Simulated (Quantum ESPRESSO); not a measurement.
## MnO in Quantum ESPRESSO: the effect of target pressure

MnO:

```
CELL_PARAMETERS angstrom
0.00000 2.22200 2.22200
2.22200 0.00000 2.22200
2.22200 2.22200 0.00000
ATOMIC_POSITIONS crystal
Mn 0.00000 0.00000 0.00000
O 0.50000 0.50000 0.50000
```

Alike in all runs:

```yaml
Program: Quantum ESPRESSO 7.5
Task: phonons
Functional: LDA
Potentials_or_basis: PseudoDojo 0.4.1 SR LDA standard
Cutoff: 1306 eV
Density_cutoff: 5225 eV
k_mesh: 4 × 4 × 4, shifted
Occupations: fermi-dirac, width 0.05 eV
Spin: collinear spin, ferromagnetic start
Starting_moments: "[4.0, 0.0] μB"
```

Each run relaxes the cell or the atoms first.

```csv
target pressure,relaxed volume (Å³/atom),moment (μB),highest phonon frequency (cm⁻¹)
0 GPa,9.11,3.75,439
10 GPa,8.77,3.74,478
25 GPa,8.23,3.51,516
50 GPa,?,?,?
80 GPa,6.96,2.52,546
```

What does the run with target pressure 50 GPa give?

Relaxed volume 7.60 Å³/atom; moment 3.20 μB; highest phonon frequency 543 cm⁻¹.

Worked out: In Murnaghan's law V^(-B') rises as a straight line in P. The other rows fit best with B' = 2.0, V0 = 9.13 Å³/atom and B0 = 222 GPa, which gives 7.58 Å³/atom at 50 GPa, against the run's 7.60. A parabola through the other rows of the moment, of slope -0.0179 μB per GPa there, gives 3.15 μB, against the run's 3.20. A parabola through the other rows of the highest phonon frequency, of slope 0.683 cm⁻¹ per GPa there, gives 554 cm⁻¹, against the run's 543.

Caveats: all runs use coarse meshes; the mesh is thin for the phonons of a metal; the volume moved by over 15 % at a fixed basis, so the end points are rough; a cell with one magnetic atom can't hold antiferromagnetic order, which such compounds often take; the cell is more than 3 GPa from zero pressure, which shifts response properties (some runs).
